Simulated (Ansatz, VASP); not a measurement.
**Rh: VASP beside Ansatz**

Contents of INCAR:

```
PREC = Accurate
ENCUT = 520
EDIFF = 1E-7
ISMEAR = -1
SIGMA = 0.1
LREAL = False
LASPH = True
NELM = 100
ALGO = Normal
ISIF = 2
LWAVE = False
LCHARG = False
NBANDS = 22
```

File KPOINTS:

```
Automatic mesh
0
Gamma
  15 15 8
```

Contents of POSCAR:

```
Rh
1.0
    2.7048125900      0.0000000000      0.0000000000
   -1.3524062950      2.3424364154      0.0000000000
    0.0000000000      0.0000000000      4.3638357130
Rh
2
Direct
    0.3333333333      0.6666666667      0.2500000000
    0.6666666667      0.3333333333      0.7500000000
```

Input for Ansatz:

```yaml
crystal:
  lattice:
    - [2.70481259, 0.0, 0.0]
    - [-1.352406295, 2.3424364154, 0.0]
    - [0.0, 0.0, 4.363835713]
  atoms:
    - { symbol: Rh, position: [0.3333333333, 0.6666666667, 0.25] }
    - { symbol: Rh, position: [0.6666666667, 0.3333333333, 0.75] }
hamiltonian:
  xc: lda
  pseudopotentials:
    kind: paw
    azcp:
      Rh: "pseudopotentials/Rh.paw.azcp"
basis:
  ecutwfc: 420
  fft_grid_basis: typed
kpoints:
  mp_grid: { grid: [15, 15, 8], shift: [0, 0, 0] }
magnetization:
  spin_polarized: false
scf:
  occupations: { method: fermi_dirac, width: 0.1 }
  lower_state_search: "off"
output:
  stress: true
```

Alike in both runs: task single point; functional LDA; k mesh 15 × 15 × 8; occupations fermi-dirac, width 0.1 eV; no spin polarisation.

|  | VASP | Ansatz |
| --- | --- | --- |
| version | VASP 6.6.1 | Ansatz 0.2.0 |
| potentials or method | VASP PAW LDA potentials, release 64 (Rh_pv) | plane waves (420 eV) with PAW, scalar-relativistic |
| plane-wave cutoff (eV) | 520 | 420 |
| valence electrons in the cell | 30 | 34 |

Ansatz gave:

- pressure (GPa): -11.1
- largest component of the traceless stress (GPa): 0.48

Problem. What did VASP give for the same quantities?

Solution. Pressure (GPa): -10.4; largest component of the traceless stress (GPa): 0.46.

The two sets of potentials don't hold the same shells in valence. Ansatz warned: «pseudo_functional_mismatch».
